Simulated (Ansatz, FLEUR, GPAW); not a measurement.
# One calculation of Fe3Ge, 3 ways

```
Ge Fe
1.0
     0.00000    2.87559    2.87559
     2.87559    0.00000    2.87559
     2.87559    2.87559    0.00000
Ge Fe
1 3
Direct
  0.00000 0.00000 0.00000
  0.75000 0.75000 0.75000
  0.25000 0.25000 0.25000
  0.50000 0.50000 0.50000
```

The cell comes from a database or a generator and needn't be the stable form of this composition.

Alike in all runs: task band structure; functional PBEsol; k mesh 8 × 8 × 8; occupations fermi-dirac, width 0.05 eV; collinear spin, ferromagnetic start; no spin-orbit coupling. A missing gap at this level doesn't show that the real crystal is a metal. Pressure is positive in compression and, in plane waves, holds the error of the finite cutoff.

```tsv
program and potentials	plane-wave cutoff (eV)	notes	band gap (eV)	pressure (GPa)	net moment per atom (μB)
GPAW, PAW data sets generated for this functional	600	-	no gap	-8.99	1.41
Ansatz, all-electron LAPW, scalar-relativistic	-	-	no gap	-10.94	1.42
FLEUR, all-electron, FLAPW	-	-	no gap	-	1.42
```

None finds a gap. The pressure spans -10.94 (Ansatz, all-electron LAPW, scalar-relativistic) to -8.99 GPa (GPAW, PAW data sets generated for this functional), with all-electron results at -10.94. The net moment per atom spans 1.41 (GPAW, PAW data sets generated for this functional) to 1.42 μB (FLEUR, all-electron, FLAPW), with all-electron results at 1.42. The state is the one that the start led to, which needn't be the lowest.

Differences between rows come from potentials, basis sets and numerical settings, since the functional is the same but for its coding. Runs on potential files found faulty are left out.
